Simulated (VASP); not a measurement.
C:

```xyz
2
Lattice="0.0000 1.7834 1.7834 1.7834 0.0000 1.7834 1.7834 1.7834 0.0000" Properties=species:S:1:pos:R:3 pbc="T T T"
C     0.0000    0.0000    0.0000
C     0.8917    0.8917    0.8917
```

This isn't the form of C at room conditions, which is graphite.

Base run:

* Program: VASP 6.6.1
* Functional: r2SCAN
* Potentials or basis: VASP PAW PBE potentials, release 64 (C)
* Cutoff: 520 eV
* k mesh: 11 × 11 × 11
* Occupations: fermi-dirac, width 0.02 eV
* Spin: no spin polarisation

Its results: band gap on the k mesh 4.32 eV, indirect (least direct gap 5.84 eV); pressure -1.3 GPa.

**Question.** After a change of settings the same cell gave: band gap on the k mesh 4.10 eV, indirect (least direct gap 5.54 eV); pressure -11.6 GPa. Which change was it?
A. functional from r2SCAN to LDA; potentials or basis from VASP PAW PBE potentials, release 64 (C) to VASP PAW LDA potentials, release 64 (C)
B. functional from r2SCAN to PBEsol
C. functional from r2SCAN to PBE
D. functional from r2SCAN to HSE06; k mesh from 11 × 11 × 11 to 8 × 8 × 8

**Answer.** A.

Caveats: an odd mesh through Γ misses points on the zone boundary, where band edges often lie; the PAW data sets were made with another functional, which shifts forces and pressure a little (some runs).

Not every run made on this cell is shown here.
